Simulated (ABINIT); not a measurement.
# WC (P1) in ABINIT: single point with LDA-PZ

Aim: the single point of WC with LDA-PZ.

All numbers are computed with ABINIT 10.8.3 (patched build); they aren't measurements. Logs are shortened: lines on timing, memory, paths and dates and some standing lists are left out, and cuts for length are marked. The log counts tension as positive stress, the text compression.

**1. The cell of the first run**

The typed cell holds 4 atoms: a = 2.989 Å, b = 4.275 Å, c = 3.981 Å, α = 77.15°, β = 69.59°, γ = 69.86°.

**2. Single point, LDA-PZ (cell stretched)**

The input, run.abi:

```
# Pseudopotentials
pp_dirpath "./"
pseudos "W.upf, C.upf"

# Structure
acell 2.9887150156 4.2750149312 3.9808332293 Angstrom
rprim
     0.9999024677    -0.0082976883     0.0112340307
     0.3468855866    -0.6299557753    -0.6948568997
     0.3617300973     0.6170010778    -0.6988998545
ntypat 2
znucl 74 6
natom 4
typat 1 1 2 2
xred
     0.0042953700     0.9964542100     0.0003899900
     0.4940752800     0.5027001000     0.5006272100
     0.7526965900     0.5832951800     0.9181716400
     0.2489327700     0.0842171800     0.4141445000
chkprim 0
chksymtnons 0
tolsym 1.0e-6

# Plane-wave basis
ecut 31.0

# k points
kptopt 1
ngkpt 8 5 5
nshiftk 1
shiftk 0.0 0.0 0.0

# Exchange and correlation
ixc 2

# Bands and occupations
nband 22
occopt 3
tsmear 0.05 eV

# SCF cycle
nstep 100
tolvrs 1.0e-10

# Output
iomode 3
prtwf 0
prtden 0
prteig 0
prtebands 0
```

Potentials or basis: PseudoDojo NC SR LDA v0.4.1 standard.

Started as:

```
abinit run.abi > log 2>&1
```

run.abo:

```text
.Version 10.8.3 of ABINIT
 Symmetries : space group P1 (#  1); Bravais aP (primitive triclinic)
================================================================================
 Values of the parameters that define the memory need of the present run
     intxc =       0    ionmov =       0      iscf =       7    lmnmax =       8
     lnmax =       8     mgfft =      45  mpssoang =       4    mqgrid =    3001
     natom =       4  nloc_mem =       1    nspden =       1   nspinor =       1
    nsppol =       1      nsym =       1    n1xccc =    2501    ntypat =       2
    occopt =       3   xclevel =       1
       mpw =        2488          nfft =       54000          nkpt =         101
================================================================================
================================================================================

--------------------------------------------------------------------------------
------------- Echo of variables that govern the present computation ------------
--------------------------------------------------------------------------------
 -outvars: echo values of preprocessed input variables --------
            acell      5.6478528479E+00  8.0786074041E+00  7.5226845563E+00 Bohr
              amu      1.83850000E+02  1.20110000E+01
          chkprim           0
      chksymtnons           0
             ecut      3.10000000E+01 Hartree
                       outvar_i_n : Printing only first  50 k-points.
              ixc           2
                       outvar_i_n : Printing only first  50 k-points.
         kptrlatt        8    0    0      0    5    0      0    0    5
          kptrlen      3.76134228E+01
            natom           4
            nband          22
            ngfft          30      45      40
             nkpt         101
            nstep         100
             nsym           1
           ntypat           2
                       prtocc : prtvol=0, do not print more k-points.
           occopt           3
           prtden           0
        prtebands           0
           prteig           0
            prtwf           0
            rprim      9.9990246770E-01 -8.2976883000E-03  1.1234030700E-02
                       3.4688558660E-01 -6.2995577530E-01 -6.9485689970E-01
                       3.6173009730E-01  6.1700107780E-01 -6.9889985450E-01
          spgroup           1
           tolsym      1.00000000E-06
           tolvrs      1.00000000E-10
           tsmear      1.83746611E-03 Hartree
            typat      1  1  2  2
                       outvars : Printing only first  50 k-points.
           xangst      1.4910808299E+00 -2.6826699212E+00 -2.9609315816E+00
                       2.9428775774E+00 -1.3642977894E-01 -2.8695406961E+00
                       4.4365239673E+00  6.6567194828E-01 -4.2619606778E+00
                       1.4651684343E+00  7.8423659274E-01 -1.3940455131E+00
            xcart      2.8177344001E+00 -5.0695114373E+00 -5.5953497667E+00
                       5.5612326433E+00 -2.5781491761E-01 -5.4226460228E+00
                       8.3838152493E+00  1.2579376720E+00 -8.0539384404E+00
                       2.7687670692E+00  1.4819923782E+00 -2.6343642268E+00
             xred      4.2953700000E-03  9.9645421000E-01  3.8999000000E-04
                       4.9407528000E-01  5.0270010000E-01  5.0062721000E-01
                       7.5269659000E-01  5.8329518000E-01  9.1817164000E-01
                       2.4893277000E-01  8.4217180000E-02  4.1414450000E-01
            znucl       74.00000    6.00000

================================================================================

 chkinp: Checking input parameters for consistency.

================================================================================
== DATASET  1 ==================================================================

--- !DatasetInfo
iteration_state: {dtset: 1, }
dimensions: {natom: 4, nkpt: 101, mband: 22, nsppol: 1, nspinor: 1, nspden: 1, mpw: 2488, }
cutoff_energies: {ecut:  31.0, pawecutdg:  -1.0, }
electrons: {nelect:   3.60000000E+01, charge:   0.00000000E+00, occopt:   3.00000000E+00, tsmear:   1.83746611E-03, }
meta: {optdriver: 0, ionmov: 0, optcell: 0, iscf: 7, paral_kgb: 0, }
...

 Exchange-correlation functional for the present dataset will be:
  LDA: Perdew-Zunger-Ceperley-Alder - ixc=2
  J.P.Perdew and A.Zunger, PRB 23, 5048 (1981)

 Real(R)+Recip(G) space primitive vectors, cartesian coordinates (Bohr,Bohr^-1):
 R(1)=  5.6473020 -0.0468641  0.0634482  G(1)=  0.1760549 -0.0018056  0.0895268
[... 55 lines left out ...]
- [  2.8023525,  -5.0891654,  -5.6134761, ]
- [  2.7211814,   4.6415045,  -5.2576031, ]
lattice_lengths: [   5.64785,    8.07861,    7.52268, ]
lattice_angles: [ 77.148,  69.591,  69.863, ] # degrees, (23, 13, 12)
lattice_volume:   2.9997343E+02
convergence: {deltae:  4.263E-13, res2:  3.119E-11, residm:  1.100E-03, diffor: null, }
etotal    :  -1.63913028E+02
entropy   :   0.00000000E+00
fermie    :   5.82744884E-01
cartesian_stress_tensor: # hartree/bohr^3
- [  1.14021281E-03,  -1.24375597E-04,   1.98968899E-04, ]
- [ -1.24375597E-04,   9.89140035E-04,   6.06874165E-04, ]
- [  1.98968899E-04,   6.06874165E-04,   1.13949788E-03, ]
pressure_GPa:  -3.2058E+01
xred      :
- [  4.2954E-03,   9.9645E-01,   3.8999E-04,  W]
- [  4.9408E-01,   5.0270E-01,   5.0063E-01,  W]
- [  7.5270E-01,   5.8330E-01,   9.1817E-01,  C]
- [  2.4893E-01,   8.4217E-02,   4.1414E-01,  C]
cartesian_forces: # hartree/bohr
- [ -6.73727043E-03,  -4.14954170E-03,  -4.50412638E-03, ]
- [  4.30506513E-03,   5.98276206E-03,   5.49133012E-03, ]
- [ -1.65159360E-03,  -3.16110225E-03,   1.18899472E-03, ]
- [  4.08379890E-03,   1.32788189E-03,  -2.17619846E-03, ]
force_length_stats: {min:   3.75952621E-03, max:   9.19139457E-03, mean:   6.71747037E-03, }
...

 Integrated electronic density in atomic spheres:
 ------------------------------------------------
 Atom  Sphere_radius  Integrated_density
    1        2.00000         10.13657463
    2        2.00000         10.14179925
    3        2.00000          3.94028397
    4        2.00000          3.93033379
================================================================================

 ----iterations are completed or convergence reached----

 Mean square residual over all n,k,spin=   23.430E-07; max=  11.002E-04
 reduced coordinates (array xred) for    4 atoms
       0.004295370000      0.996454210000      0.000389990000
       0.494075280000      0.502700100000      0.500627210000
       0.752696590000      0.583295180000      0.918171640000
       0.248932770000      0.084217180000      0.414144500000
 rms dE/dt=  2.5689E-02; max dE/dt=  4.9203E-02; dE/dt below (all hartree)
    1       0.038137468578     -0.027526968172      0.013910699267
    2      -0.024381286882      0.049202741229     -0.010614488903
    3       0.009102219982     -0.004790296133      0.025415975209
    4      -0.022863386012     -0.016908136256     -0.028719558532

 cartesian coordinates (angstrom) at end:
    1      1.49108082988144    -2.68266992120046    -2.96093158155390
    2      2.94287757736126    -0.13642977893679    -2.86954069608698
    3      4.43652396733618     0.66567194828142    -4.26196067781031
    4      1.46516843434035     0.78423659274341    -1.39404551308043

 cartesian forces (hartree/bohr) at end:
    1     -0.00673727043411    -0.00414954170261    -0.00450412637785
    2      0.00430506513452     0.00598276206106     0.00549133011813
    3     -0.00165159360472    -0.00316110224810     0.00118899472092
    4      0.00408379890431     0.00132788188965    -0.00217619846120
 frms,max,avg= 4.1300621E-03 6.7372704E-03   2.239E-07 -3.703E-07 -5.616E-07 h/b

 cartesian forces (eV/Angstrom) at end:
    1     -0.34644437510403    -0.21337801357200    -0.23161149068061
    2      0.22137534998736     0.30764599460716     0.28237554806062
    3     -0.08492835784306    -0.16255041321159     0.06114056680938
    4      0.20999738295974     0.06828243217643    -0.11190462418939
 frms,max,avg= 2.1237633E-01 3.4644438E-01   1.151E-05 -1.904E-05 -2.888E-05 e/A
 length scales=  5.647852847872  8.078607404134  7.522684556290 bohr
              =  2.988715015600  4.275014931200  3.980833229300 angstroms
 Fermi (or HOMO) energy (hartree) =   0.58274   Average Vxc (hartree)=  -0.51529
 Eigenvalues (hartree) for nkpt= 101  k points:
 kpt#   1, nband= 22, wtk=  0.00500, kpt=  0.0000  0.0000  0.0000 (reduced coord)
  -2.14205   -2.13929   -0.83736   -0.83299   -0.81870   -0.81811   -0.81580   -0.81466
   0.07322    0.18775    0.35864    0.42987    0.43301    0.43802    0.46162    0.46975
   0.58710    0.59460    0.67471    0.67976    0.72361    0.75498
      occupation numbers for kpt#   1
   2.00000    2.00000    2.00000    2.00000    2.00000    2.00000    2.00000    2.00000
   2.00000    2.00000    2.00000    2.00000    2.00000    2.00000    2.00000    2.00000
   0.17104    0.00316    0.00000    0.00000    0.00000    0.00000
 prteigrs : prtvol=0 or 1, do not print more k-points.

--- !EnergyTerms
iteration_state     : {dtset: 1, }
comment             : Components of total free energy in Hartree
kinetic             :  4.84000631436542E+01
hartree             :  1.85507741136880E+01
xc                  : -3.70928003234083E+01
Ewald energy        : -1.28989440999633E+02
psp_core            :  3.75083721007154E+00
local_psp           : -9.34954245337704E+01
non_local_psp       :  2.49631942125934E+01
internal            : -1.63912797176805E+02
'-kT*entropy'       : -2.30631470848734E-04
total_energy        : -1.63913027808276E+02
total_energy_eV     : -4.46030071043922E+03
band_energy         : -1.04645750492394E+01
...

 Cartesian components of stress tensor (hartree/bohr^3)
  sigma(1 1)=  1.14021281E-03  sigma(3 2)=  6.06874165E-04
  sigma(2 2)=  9.89140035E-04  sigma(3 1)=  1.98968899E-04
  sigma(3 3)=  1.13949788E-03  sigma(2 1)= -1.24375597E-04

-Cartesian components of stress tensor (GPa)         [Pressure= -3.2058E+01 GPa]
- sigma(1 1)=  3.35462191E+01  sigma(3 2)=  1.78548544E+01
- sigma(2 2)=  2.91015046E+01  sigma(3 1)=  5.85386712E+00
- sigma(3 3)=  3.35251851E+01  sigma(2 1)= -3.65925641E+00

== END DATASET(S) ==============================================================
================================================================================

 -outvars: echo values of variables after computation  --------
            acell      5.6478528479E+00  8.0786074041E+00  7.5226845563E+00 Bohr
           etotal     -1.6391302781E+02
            fcart     -6.7372704341E-03 -4.1495417026E-03 -4.5041263778E-03
                       4.3050651345E-03  5.9827620611E-03  5.4913301181E-03
                      -1.6515936047E-03 -3.1611022481E-03  1.1889947209E-03
                       4.0837989043E-03  1.3278818896E-03 -2.1761984612E-03
            rprim      9.9990246770E-01 -8.2976883000E-03  1.1234030700E-02
                       3.4688558660E-01 -6.2995577530E-01 -6.9485689970E-01
                       3.6173009730E-01  6.1700107780E-01 -6.9889985450E-01
           strten      1.1402128105E-03  9.8914003491E-04  1.1394978797E-03
                       6.0687416483E-04  1.9896889933E-04 -1.2437559722E-04
           xangst      1.4910808299E+00 -2.6826699212E+00 -2.9609315816E+00
                       2.9428775774E+00 -1.3642977894E-01 -2.8695406961E+00
                       4.4365239673E+00  6.6567194828E-01 -4.2619606778E+00
                       1.4651684343E+00  7.8423659274E-01 -1.3940455131E+00
             xred      4.2953700000E-03  9.9645421000E-01  3.8999000000E-04
                       4.9407528000E-01  5.0270010000E-01  5.0062721000E-01
                       7.5269659000E-01  5.8329518000E-01  9.1817164000E-01
                       2.4893277000E-01  8.4217180000E-02  4.1414450000E-01
 Calculation completed.
```

Wall time 6.6 min (1 thread of Arm Neoverse N1, shared host); peak memory 0.14 GiB.

What came out:

| Item | Value |
| --- | --- |
| Free energy | -4460.3007 eV |
| Largest force | 0.473 eV/Å |
| Band gap on the k mesh | none (metal or under the smearing width) |
| Valence electrons inside the program's atomic spheres | W 10.14; C 3.94, 3.93 |

Forces on the atoms (eV/Å):
```
W   -0.346 -0.213 -0.232
W    0.221  0.308  0.282
C   -0.085 -0.163  0.061
C    0.210  0.068 -0.112
```

Levels at points of the mesh, in eV from the Fermi level:
```csv
k point,band 16,band 17,band 18,band 19,band 20,band 21
"(0.00, 0.00, 0.00)",-3.07,0.12,0.32,2.50,2.64,3.83
"(0.50, 0.00, 0.00)",-3.42,-1.21,-1.04,2.72,2.93,3.94
```

Caveat: the cutoff is too short for stress, so the log's stress isn't used. Spin-orbit coupling is left out, which matters for the levels of W.
